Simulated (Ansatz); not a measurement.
**InSe: relaxation of cell and atoms with PBEsol**

Crystal: InSe.

```
In Se
1.0
     5.82639   -2.05465    0.00000
     5.82639    2.05465    0.00000
    -1.72323    0.00000    4.77135
In Se
2 2
Direct
  0.88820 0.88820 0.04684
  0.11180 0.11180 0.95316
  0.66093 0.66093 0.66896
  0.33907 0.33907 0.33104
```

The cell comes from a database or a generator and needn't be the stable form of this composition.

```
Program               : Ansatz 0.2.0
Task                  : relaxation of cell and atoms
Functional            : PBEsol
Potentials or basis   : Ansatz PAW
Cutoff                : 420 eV (not typed: the program's choice for these potentials)
k mesh                : 7 × 7 × 6
Occupations           : fermi-dirac, width 0.05 eV
Spin                  : no spin polarisation
Target pressure       : 2 GPa
Target pressure (GPa) : 2
```

```json
{"Relaxed volume": "24.06 Å³/atom", "Relaxed cell": "a = 6.264 Å, b = 6.264 Å, c = 4.257 Å, α = 109.89°, β = 109.89°, γ = 38.14°", "Space group after relaxing (to 0.05 Å)": "C2/m (No. 12)", "Energy change on relaxing (the enthalpy is what falls)": "-3.5 meV/atom", "Ionic steps": "11", "Pressure after relaxing": "2.0 GPa", "Largest force after relaxing": "0.008 eV/Å", "Band gap on the k mesh": "0.25 eV, indirect (least direct gap 0.99 eV)"}
```

Forces in eV/Å, atoms in the order of the input:
```
In   0.008  0.000  0.000
In  -0.008  0.000  0.000
Se  -0.002  0.000 -0.002
Se   0.002  0.000  0.002
```

The path:
```tsv
step	energy change (eV)	largest force (eV/Å)	volume (Å³)
1	0.0000	0.0657	114.24
2	0.0592	0.1155	99.80
3	-0.0138	0.0723	101.60
4	-0.0161	0.1101	98.41
5	-0.0001	0.1439	96.11
6	-0.0202	0.1210	97.13
7	-0.0201	0.0562	96.67
8	-0.0165	0.0087	96.30
9	-0.0170	0.0084	96.34
10	-0.0160	0.0072	96.25
11	-0.0142	0.0076	96.25
```

Final structure:
```
In Se
1.0
     5.91803   -2.04662    0.14654
     5.91803    2.04662    0.14654
    -1.63033    0.00000    3.93290
In Se
2 2
Direct
  0.88224 0.88224 0.99273
  0.11776 0.11776 0.00727
  0.64808 0.64808 0.62383
  0.35192 0.35192 0.37617
```

Levels at points of the mesh, in eV from the valence-band top:
```csv
k point,band 25,band 26,band 27,band 28,band 29,band 30,band 31,band 32,band 33,band 34
"(0.00, 0.00, 0.00)",-3.87,-2.92,-2.76,-2.16,-1.99,2.31,3.64,4.28,5.12,5.20
"(0.00, 0.00, -0.50)",-2.16,-2.10,-1.98,-1.38,-0.23,0.76,2.69,2.93,3.23,4.78
```

It took 110 s on 2 threads of Arm Neoverse V2, on a shared host, peak memory 0.6 GiB.

Caveat: the volume moved by over 15 % at a fixed basis, so the end points are rough; odd divisions of the mesh miss points on the zone boundary, where band edges often lie, so the gap on the mesh can be too wide; the plane-wave basis is chosen anew once the cell has moved, so the energies of steps on either side of that aren't comparable; spin-orbit coupling is left out, which moves the levels of the heavy elements; the PAW data sets come from PBE, with cores solved anew for the run's functional, which leaves a small shift of forces and pressure. A hybrid or GW would open this gap; PBEsol tends to underestimate it.
